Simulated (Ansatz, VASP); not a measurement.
## GaN: VASP beside Ansatz

Contents of INCAR:

```
SYSTEM = GaN
  PREC = Accurate
  ENCUT = 520
  EDIFF = 1E-6
  ISMEAR = 0
  SIGMA = 0.05
  LREAL = .FALSE.
  LASPH = .TRUE.
  NELM = 100
  ALGO = Normal
  ISIF = 2
  LWAVE = .FALSE.
  LCHARG = .FALSE.
  GGA = PE
  NBANDS = 26
```

File KPOINTS:

```
regular mesh
0
G
  12 12 7
  0 0 0
```

The input POSCAR:

```
GaN
1.0
    3.2205060254      0.0000000000      0.0000000000
   -1.6102530127      2.7890400311      0.0000000000
    0.0000000000      0.0000000000      5.2437700713
Ga N
2 2
Direct
    0.6666666700      0.3333333300      0.4990837100
    0.3333333300      0.6666666700      0.9990837100
    0.6666666700      0.3333333300      0.8759162900
    0.3333333300      0.6666666700      0.3759162900
```

Input for Ansatz:

```yaml
crystal:
  lattice:
    - [3.2205060254, 0.0, 0.0]
    - [-1.6102530127, 2.7890400311, 0.0]
    - [0.0, 0.0, 5.2437700713]
  atoms:
    - { symbol: Ga, position: [0.66666667, 0.33333333, 0.49908371] }
    - { symbol: Ga, position: [0.33333333, 0.66666667, 0.99908371] }
    - { symbol: "N", position: [0.66666667, 0.33333333, 0.87591629] }
    - { symbol: "N", position: [0.33333333, 0.66666667, 0.37591629] }
hamiltonian:
  xc: pbe
  pseudopotentials:
    kind: all_electron
    lapw: { muffin_tin_radii: { Ga: 1.021, "N": 0.762 } }
kpoints:
  mp_grid: { grid: [12, 12, 7] }
scf:
  occupations: { method: gaussian, width: 0.05 }
  convergence: { dr2_threshold: 1.0e-09 }
output:
  eigenvalues: true
basis:
  ecutwfc: 400
```

The cell is a database's computed one.

Alike in both runs: task single point; functional PBE; k mesh 12 × 12 × 7; occupations gaussian, width 0.05 eV; no spin polarisation.

|  | VASP | Ansatz |
| --- | --- | --- |
| version | VASP 6.6.1 | Ansatz 0.2.0 |
| potentials or method | VASP PAW PBE potentials, release 64 (Ga_d, N) | all-electron LAPW, scalar-relativistic |
| plane-wave cutoff (eV) | 520 | see its input |

```tsv
	VASP	Ansatz	Ansatz less VASP
gap on the k mesh at the Fermi level (eV)	1.71	1.72	+0.010
least direct gap on the mesh (eV)	1.71	1.72	+0.010
```

Ansatz ran all-electron here, so the differences hold the error of VASP's frozen core and of both bases.

Expect the measured gap to be larger: semilocal functionals such as PBE lack the derivative discontinuity.
